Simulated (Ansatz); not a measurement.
# RbBr: the cell at several levels of theory

An exercise on one series of results from a longer session: the logs are not shown, and one member is left open.

Program: Ansatz 0.2.0. PAW datasets, plane waves, zero pressure. Simulation only: spin-unpolarised, and no claim that this is the phase found in nature.

**The structure to begin with**

Space group F-43m (No. 216), cubic; a = 7.407 Å in the conventional setting, 50.80 Å³ an atom. Around Rb lie 4 Br at 3.21 Å; around Br lie 4 Rb at 3.21 Å.

As a file:

```cif
data_structure
_symmetry_space_group_name_H-M 'P 1'
_symmetry_Int_Tables_number 1
_cell_length_a 5.2377
_cell_length_b 5.2377
_cell_length_c 5.2377
_cell_angle_alpha 60.000
_cell_angle_beta 60.000
_cell_angle_gamma 60.000
_cell_volume 101.60
loop_
_atom_site_label
_atom_site_type_symbol
_atom_site_fract_x
_atom_site_fract_y
_atom_site_fract_z
_atom_site_occupancy
Rb1 Rb 0.00000 0.00000 0.00000 1
Br1 Br 0.25000 0.25000 0.25000 1
```

The first run:

File input.yaml:

```yaml
crystal:
  lattice:
    - [0.0, 3.7035865068, 3.7035865068]
    - [3.7035865068, 0.0, 3.7035865068]
    - [3.7035865068, 3.7035865068, 0.0]
  atoms:
    - { symbol: Rb, position: [0.0, 0.0, 0.0] }
    - { symbol: Br, position: [0.25, 0.25, 0.25] }
kpoints:
  mp_grid: { grid: [6, 6, 6] }
hamiltonian:
  xc: pbe
scf:
  occupations: { method: fermi_dirac, width: 0.02 }
relax:
  f_tol: 0.005
  cell: {}
```

Launch:

```console
$ ansatz run input.yaml --threads 2 --pin off --max-ram 2211MiB --backend cpu --events-out ev --progress --plain --runs-dir out
```

Steps of the session up to this table: PBE: cell and atoms; Relaxation with r2SCAN; Relaxation with PBEsol; Relaxing with LDA; Relaxation with HSE06.

One table of the session follows, with a row left open; its other results are not shown here.

| level | a (Å) | volume (Å³/atom) |
| --- | --- | --- |
| PBE | 7.786 | 58.994 |
| r2SCAN | 7.739 | 57.938 |
| PBEsol | 7.631 | 55.538 |
| LDA | 7.456 | 51.816 |
| HSE06 | ? | ? |

Q: Estimate the row for HSE06 from the others.

**Answer.** a (Å): 7.746; volume (Å³/atom): 58.106. In the column «a (Å)» it lies between r2SCAN (7.739) and PBE (7.786).

LDA gives the smallest cell and PBE the largest; they differ by 13.9 % in volume, a mean of 4.4 % in length. The meshes differ: PBE 6×6×6, r2SCAN 6×6×6, PBEsol 6×6×6, LDA 6×6×6, HSE06 4×4×4.

To keep in mind: Warnings in the runs' records: xc potential rough in thin density.
